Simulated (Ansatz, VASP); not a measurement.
**One calculation of Ga, two programs**

```xyz
1
Lattice="2.6838 0.1305 0.0616 -0.4832 2.8590 -0.2912 -0.3732 -1.0469 2.5574" Properties=species:S:1:pos:R:3 pbc="T T T"
Ga    1.3419    0.0653    0.0308
```

Alike in both runs: functional PBE; k mesh 6 × 6 × 6; occupations gaussian, width 0.1 eV; no spin polarisation.

Ansatz relaxed the structure, and its values are those at the end. VASP's run is a single point on that final structure, the one shown.

|  | VASP | Ansatz |
| --- | --- | --- |
| version | VASP 6.6.1 | Ansatz 0.2.0 |
| potentials or method | VASP PAW PBE potentials, release 64 (Ga_d) | scalar-relativistic, plane waves, PAW |
| plane-wave cutoff (eV) | 520 | 420 |
| valence electrons in the cell | 13 | 13 |

```csv
,VASP,Ansatz,Ansatz less VASP
gap on the k mesh at the Fermi level (eV),none,none,-
pressure (GPa),0.2,0.1,-0.10
```

A gap of «none» marks a metal or a gap that the smearing closes.

Caveats: the k mesh is coarse (spacing up to 0.43 Å⁻¹), so the values aren't converged.
